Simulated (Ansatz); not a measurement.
GaN under changes of volume

One of the cells (9.735 Å³/atom); the others are scaled copies at fixed shape and fractional positions:

```
CELL_PARAMETERS angstrom
0.00000 2.13524 2.13524
2.13524 0.00000 2.13524
2.13524 2.13524 0.00000
ATOMIC_POSITIONS crystal
Ga 0.00000 0.00000 0.00000
N 0.50000 0.50000 0.50000
```

Measurements of this composition are mostly on another form, of space group No. 186.

| Item | Value |
| --- | --- |
| Program | Ansatz 0.2.0 |
| Functional | PBE0 |
| Potentials or basis | Ansatz PAW |
| Cutoff | 420 eV (not typed: the program's choice for these potentials) |
| k mesh | 6 × 6 × 6 |
| Occupations | fermi-dirac, width 0.05 eV |
| Spin | no spin polarisation |

```tsv
volume (Å³/atom)	energy over the lowest point (meV/atom)	pressure (GPa)	gap on the mesh (eV)
9.151	?	?	?
9.346	0.00	-1.0	2.62
9.540	4.35	-5.9	2.46
9.735	14.08	-10.2	2.31
9.930	28.94	-14.1	2.16
10.124	48.21	-17.6	2.01
10.319	71.58	-20.7	1.88
```

Problem. What does the run at 9.151 Å³/atom give?

Solution. Energy over the lowest point 2.23 meV/atom; pressure 4.5 GPa; gap on the mesh 2.79 eV.

Worked out: A Birch-Murnaghan fit of order 3 (a polynomial in V^(-2/3)) to the other rows has its minimum at 9.30 Å³/atom, just outside them, with B0 = V·E''(V) = 245 GPa and B' = 3.8. It gives 1.79 meV/atom at 9.151 Å³/atom, against the run's 2.23, and -dE/dV = 4.1 GPa, against 4.5. A straight line through the other rows of the gap, of slope -7.5 eV per unit of ln V, extrapolates to 2.77 eV, against the run's 2.79.

Energies are extrapolated to zero smearing.

Caveats: some runs use coarse meshes; the PAW data sets come from PBE, with cores solved anew for the run's functional, which leaves a small shift of forces and pressure; the thresholds are loose for stress.

A mesh can miss the band edges. Spin-orbit coupling on Ga is left out.
